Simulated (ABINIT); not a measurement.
# TiSi (Cmmm) in ABINIT: band structure with PBEsol

Aim: the band structure of TiSi with PBEsol.

Program: ABINIT 10.8.3 (patched build). These are calculated values, not measurements. Logs are shortened: lines on timing, memory, paths and dates and some standing lists are left out, and cuts for length are marked. The log counts tension as positive stress, the text compression.

### Step 1. The structure

Symmetry: Cmmm, No. 65, orthorhombic system. The conventional cell has a = 3.632 Å, b = 4.235 Å, c = 3.804 Å, α = 90.00°, β = 90.00°, γ = 90.00°. Ti (site symmetry mmm) is surrounded by 8 Si at 2.63 to 2.85 Å and 4 Ti at 2.79 Å. Si (site symmetry mmm) has 8 Ti at 2.63 to 2.85 Å and 4 Si at 2.79 Å as nearest neighbours.

The cell comes from a database or a generator and needn't be the stable form of this composition.

### Step 2. Band structure, PBEsol

The input, run.abi:

```
# Datasets: ground state, then fixed potential
ndtset 2

# Pseudopotentials
pp_dirpath "./"
pseudos "Ti.upf, Si.upf"

# Structure
acell 2.7897730971 2.7897730971 3.803934 Angstrom
rprim
     0.6510128017    -0.7590667507     0.0000000000
     0.6510128017     0.7590667507     0.0000000000
     0.0000000000     0.0000000000     1.0000000000
ntypat 2
znucl 22 14
natom 2
typat 1 2
xred
     0.5000000000     0.5000000000     0.0000000000
     0.0000000000     0.0000000000     0.5000000000
chkprim 0
chksymtnons 0
tolsym 1.0e-6

# Plane-wave basis
ecut 42.0

# Exchange and correlation
ixc -116133

# Bands and occupations
occopt 3
tsmear 0.05 eV

# SCF cycle
nstep 100

# Output
iomode 3
prtwf 0
prteig 0
prtebands 0
enunit 1
prtden1 1

# Dataset 1
kptopt1 1
ngkpt1 10 10 7
nshiftk1 1
shiftk1 0.0 0.0 0.0
nband1 12
tolvrs1 1.0e-10

# Dataset 2: bands along G-X-S-R-A-Z-G-Y-X1-A1-T-Y
iscf2 -2
getden2 1
nband2 18
nbdbuf2 4
tolwfr2 1.0e-11
kptopt2 -11
ndivsm2 5
prteig2 1
prtvol2 -3
kptbounds2
     0.0000000000     0.0000000000     0.0000000000
     0.4338904303     0.4338904303     0.0000000000
     0.0000000000     0.5000000000     0.0000000000
     0.0000000000     0.5000000000     0.5000000000
     0.4338904303     0.4338904303     0.5000000000
     0.0000000000     0.0000000000     0.5000000000
     0.0000000000     0.0000000000     0.0000000000
    -0.5000000000     0.5000000000     0.0000000000
    -0.4338904303     0.5661095697     0.0000000000
    -0.4338904303     0.5661095697     0.5000000000
    -0.5000000000     0.5000000000     0.5000000000
    -0.5000000000     0.5000000000     0.0000000000
```

Potentials or basis: PseudoDojo NC SR PBEsol v0.4.1 standard.

On the command line:

```console
$ abinit run.abi > log 2>&1
```

run.abo:

```text
.Version 10.8.3 of ABINIT
 DATASET    1 : space group Cm m m (# 65); Bravais oC (1-face-center ortho.)
================================================================================
 Values of the parameters that define the memory need for DATASET  1.
     intxc =       0    ionmov =       0      iscf =       7    lmnmax =       6
     lnmax =       6     mgfft =      45  mpssoang =       3    mqgrid =    3001
     natom =       2  nloc_mem =       1    nspden =       1   nspinor =       1
    nsppol =       1      nsym =       8    n1xccc =    2501    ntypat =       2
    occopt =       3   xclevel =       2
       mpw =        2588          nfft =       46080          nkpt =         124
================================================================================
================================================================================

 DATASET    2 : space group Cm m m (# 65); Bravais oC (1-face-center ortho.)
================================================================================
 Values of the parameters that define the memory need for DATASET  2.
     intxc =       0    ionmov =       0      iscf =      -2    lmnmax =       6
     lnmax =       6     mgfft =      45  mpssoang =       3    mqgrid =    3001
     natom =       2  nloc_mem =       1    nspden =       1   nspinor =       1
    nsppol =       1      nsym =       8    n1xccc =    2501    ntypat =       2
    occopt =       3   xclevel =       2
       mpw =        2592          nfft =       46080          nkpt =         223
================================================================================
================================================================================

--------------------------------------------------------------------------------
------------- Echo of variables that govern the present computation ------------
--------------------------------------------------------------------------------
 -outvars: echo values of preprocessed input variables --------
            acell      5.2719071069E+00  5.2719071069E+00  7.1883934610E+00 Bohr
              amu      4.78800000E+01  2.80855000E+01
          chkprim           0
      chksymtnons           0
             ecut      4.20000000E+01 Hartree
           enunit           1
           getden1          0
           getden2          1
             iscf1          7
             iscf2         -2
              ixc     -116133
           jdtset        1    2
           kptopt1          1
           kptopt2        -11
         kptrlatt       10    0    0      0   10    0      0    0    7
          kptrlen1     5.03187542E+01
          kptrlen2     3.00000000E+01
            natom           2
            nband1         12
            nband2         18
           nbdbuf1          0
           nbdbuf2          4
[... 1800 lines left out ...]
pressure_GPa: null
xred      :
- [  5.0000E-01,   5.0000E-01,   0.0000E+00, Ti]
- [  0.0000E+00,   0.0000E+00,   5.0000E-01, Si]
cartesian_forces: null
force_length_stats: {min: null, max: null, mean: null, }
...

 Integrated electronic density in atomic spheres:
 ------------------------------------------------
 Atom  Sphere_radius  Integrated_density
    1        2.00000          9.59670264
    2        2.00000          1.72619614
================================================================================

 ----iterations are completed or convergence reached----

 Mean square residual over all n,k,spin=   51.058E-13; max=  99.917E-13
 reduced coordinates (array xred) for    2 atoms
       0.500000000000      0.500000000000      0.000000000000
       0.000000000000      0.000000000000      0.500000000000

 cartesian coordinates (angstrom) at end:
    1      1.81617800005036     0.00000000000000     0.00000000000000
    2      0.00000000000000     0.00000000000000     1.90196700000000
 length scales=  5.271907106945  5.271907106945  7.188393461029 bohr
              =  2.789773097100  2.789773097100  3.803934000000 angstroms
 Eigenvalues (   eV  ) for nkpt= 223  k points:
 kpt#   1, nband= 18, wtk=  1.00000, kpt=  0.0000  0.0000  0.0000 (reduced coord)
 -46.30322  -22.82039  -22.41100  -22.30072   -1.54180    7.74510    8.51022    9.04186
  11.82761   12.48954   13.05421   15.33899   16.11882   16.51648   18.64440   22.59786
  27.27233   27.67410
 kpt#   2, nband= 18, wtk=  1.00000, kpt=  0.0131  0.0131  0.0000 (reduced coord)
 -46.30297  -22.82013  -22.41201  -22.30170   -1.53373    7.75143    8.50215    9.03980
  11.84528   12.48345   13.05177   15.30360   16.05449   16.52534   18.72286   22.63344
  26.56115   27.54250
 kpt#   3, nband= 18, wtk=  1.00000, kpt=  0.0263  0.0263  0.0000 (reduced coord)
 -46.30222  -22.81935  -22.41505  -22.30461   -1.50952    7.77028    8.47858    9.03357
  11.89764   12.46521   13.04422   15.20354   15.88188   16.54779   18.93790   22.73833
  26.18710   27.75930
 kpt#   4, nband= 18, wtk=  1.00000, kpt=  0.0394  0.0394  0.0000 (reduced coord)
 -46.30098  -22.81806  -22.42006  -22.30944   -1.46924    7.80113    8.44136    9.02304
  11.98283   12.43498   13.03079   15.05302   15.64128   16.57520   19.24929   22.90724
  25.81706   26.83164
 kpt#   5, nband= 18, wtk=  1.00000, kpt=  0.0526  0.0526  0.0000 (reduced coord)
[... 861 lines left out ...]
   9.49392   10.27304   12.08828   14.24732   14.36465   16.64114   18.73535   21.52504
  22.35447   23.22819
 kpt# 221, nband= 18, wtk=  1.00000, kpt= -0.5000  0.5000  0.0556 (reduced coord)
 -46.16633  -22.86303  -22.79104  -22.68681    4.38946    6.36924    8.49614    8.90674
   9.38722   10.06028   12.43290   13.90449   14.36436   16.72860   18.99815   21.90512
  22.05442   23.19454
 kpt# 222, nband= 18, wtk=  1.00000, kpt= -0.5000  0.5000  0.0278 (reduced coord)
 -46.16636  -22.86314  -22.79112  -22.68620    4.36729    6.40821    8.61452    8.88604
   9.32058    9.90735   12.77430   13.56477   14.36418   16.78122   19.18391   21.84635
  22.21805   23.17704
 kpt# 223, nband= 18, wtk=  1.00000, kpt= -0.5000  0.5000  0.0000 (reduced coord)
 -46.16638  -22.86317  -22.79115  -22.68600    4.35989    6.42168    8.66093    8.87895
   9.29788    9.84942   13.00845   13.33128   14.36411   16.79878   19.25263   21.77048
  22.35512   23.17065

== END DATASET(S) ==============================================================
================================================================================

 -outvars: echo values of variables after computation  --------
            acell      5.2719071069E+00  5.2719071069E+00  7.1883934610E+00 Bohr
           etotal1    -6.3577856896E+01
            fcart1    -0.0000000000E+00 -0.0000000000E+00 -0.0000000000E+00
                      -0.0000000000E+00 -0.0000000000E+00 -0.0000000000E+00
            rprim      6.5101280170E-01 -7.5906675070E-01  0.0000000000E+00
                       6.5101280170E-01  7.5906675070E-01  0.0000000000E+00
                       0.0000000000E+00  0.0000000000E+00  1.0000000000E+00
           strten1     1.6225562144E-04  1.4898896221E-04  1.3266886991E-04
                       0.0000000000E+00  0.0000000000E+00  0.0000000000E+00
           xangst      1.8161780001E+00  0.0000000000E+00  0.0000000000E+00
                       0.0000000000E+00  0.0000000000E+00  1.9019670000E+00
             xred      5.0000000000E-01  5.0000000000E-01  0.0000000000E+00
                       0.0000000000E+00  0.0000000000E+00  5.0000000000E-01
 Calculation completed.
```

Run time: 4.6 min. Hardware: 1 thread of Arm Neoverse V1, shared host; peak memory 0.22 GiB.

What came out:

```yaml
Free_energy: -1730.0416 eV
Pressure: -4.4 GPa
Band_gap_on_the_k_mesh: none (metal or under the smearing width)
Valence_electrons_inside_the_program's_atomic_spheres: Ti 9.60; Si 1.73
```

Levels at the corners of the path, in eV from the Fermi level:
```csv
point,band 5,band 6,band 7,band 8,band 9,band 10,band 11,band 12
Γ,-11.67,-2.38,-1.61,-1.08,1.70,2.37,2.93,5.22
X,-5.83,-3.58,-2.79,-0.71,-0.69,-0.14,3.36,3.88
S,-7.57,-6.28,-2.81,-0.80,1.68,2.37,4.31,4.82
R,-7.86,-4.75,-2.57,-1.69,1.43,1.84,1.88,3.34
A,-4.67,-4.63,-3.65,-1.93,2.07,2.13,2.55,4.16
Z,-10.30,-6.45,-0.78,0.61,0.65,1.71,3.01,7.02
Γ,-11.67,-2.38,-1.61,-1.08,1.70,2.37,2.93,5.22
Y,-5.76,-3.70,-1.46,-1.24,-0.83,-0.27,2.88,3.21
X1,-5.83,-3.58,-2.79,-0.71,-0.69,-0.14,3.36,3.88
A1,-4.67,-4.63,-3.65,-1.93,2.07,2.13,2.55,4.16
T,-4.80,-3.79,-3.32,-3.07,2.18,2.62,2.70,4.12
Y,-5.76,-3.70,-1.46,-1.24,-0.83,-0.27,2.88,3.21
```
